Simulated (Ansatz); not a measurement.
The system is KBr.

```
Br K
1.0
     4.04350    0.00000    0.00000
     0.00000    4.04350    0.00000
     0.00000    0.00000    4.04350
Br K
1 1
Direct
  0.50000 0.50000 0.50000
  0.00000 0.00000 0.00000
```

Measurements of this composition are mostly on another form, of space group No. 225.

Base run:

```yaml
Program: Ansatz 0.2.0
Functional: RPBE
Potentials_or_basis: all-electron LAPW, scalar-relativistic
Cutoff: 112 eV (chosen from the basis error)
Basis_error_allowed: 0.001 eV/atom
k_mesh: 7 × 7 × 7
Occupations: gaussian, width 0.02 eV
Spin: no spin polarisation
```

Its results: band gap on the k mesh 4.20 eV, indirect (least direct gap 4.43 eV); pressure 1.5 GPa.

Question: The run is repeated on the same cell with these changes: functional from RPBE to LDA; occupations from gaussian, width 0.02 eV to gaussian, width 0.05 eV. What comes out?

Answer: Band gap on the k mesh 3.50 eV, indirect (least direct gap 3.74 eV); pressure -2.6 GPa.

Caveats: an odd mesh through Γ misses points on the zone boundary, where band edges often lie.
